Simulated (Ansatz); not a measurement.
MgO: what symmetry allows forces and stress to be

```yaml
crystal:
  lattice:
    - [3.06430, -0.03473, -0.00135]
    - [-1.56222, 2.70585, 0.00271]
    - [-0.00123, 0.00214, 2.73276]
  atoms:
    - { symbol: Mg, position: [0.03930, 0.01965, 0.00000] }
    - { symbol: O, position: [0.29403, 0.64702, 0.50000] }
```

Method: DFT PBE, scalar-relativistic, plane waves, PAW in Ansatz.

Plane waves to 420 eV, a k mesh through Γ of 12×12×10 on the computed 2-atom cell and Gaussian smearing (0.02 eV); no spin polarisation.

This distorted cell has space group C2, with 2 operations.

Q: Without a calculation: in which directions can each atom feel a force?

A: A force must be left unchanged by every operation that keeps its atom in place, so it lies in the space that those operations leave fixed. Atoms that the group maps onto each other feel forces of one size.
| atom | site symmetry | operations at the site | equivalent to atom | allowed force (Cartesian) |
| --- | --- | --- | --- | --- |
| Mg1 | 2 | 2 | 1 | along (0.87, 0.50, 0.00) |
| O2 | 2 | 2 | 2 | along (0.87, 0.50, 0.00) |

That leaves 2 independent force components of 6, tied by 1 condition that the forces sum to zero, so 1 remains. A relaxation in this cell that keeps the symmetry moves the atoms in these directions alone.

Q: And the stress tensor?

A: It must be invariant under the point group, which leaves 4 independent components. Linear relations between components hold in this frame.

Q: Do the computed values obey this?

A: Yes. Forces (eV/Å):
```
Mg1 -0.248 -0.143  0.000
O2   0.248  0.143  0.000
```

Stress (GPa, compression positive, xx yy zz yz xz xy): -11.94 -17.18 -4.36 0.00 0.00 4.54. The program imposes the same operations on density, forces and stress, so this confirms the analysis and is no independent test of the calculation.

This form isn't the usual stable structure of the compound.